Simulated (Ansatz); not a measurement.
**TaN (Fm-3m): electronic heat capacity and spin susceptibility from the density of states**

All numbers below come from DFT PBE, scalar-relativistic, plane waves, PAW (Ansatz).

Cutoff 420 eV; k points 16×16×16 on the computed 2-atom cell (Γ-centred); Gaussian smearing, width 0.10 eV; no spin polarisation.

Relaxed cell: Fm-3m, a = 4.417 Å, b = 4.417 Å, c = 4.417 Å, α = 90.00°, β = 90.00°, γ = 90.00°, 2 atoms in the primitive cell. This rock-salt form isn't the usual stable structure of the compound.

The density of states at the Fermi level is 0.785 states/eV in the cell of 2 atoms (1 formula unit; both spins, tetrahedra on a 24×24×24 mesh).

What Sommerfeld coefficient and Pauli susceptibility does this give?

Per formula unit N(E_F) = 0.785 states/eV. γ = (π²/3) k_B² N(E_F) N_A = 2.357 mJ/(mol K²) per state/eV, so γ = 1.9 mJ/(mol K²), a mole of formula units. χ_P = μ_B² N(E_F) N_A = 3.23×10⁻⁵ emu/mol per state/eV gives 2.5×10⁻⁵ emu/mol. This is the bare band result: a measured γ of the same phase is as a rule larger by a factor 1 + λ from phonons and spin fluctuations, the spin part of χ is larger by the Stoner factor, and a measured χ also holds orbital and core terms. N(E_F) at one energy is sensitive to the mesh where the density of states has sharp peaks.

Spin-orbit coupling is left out, which matters for the bands of heavy elements.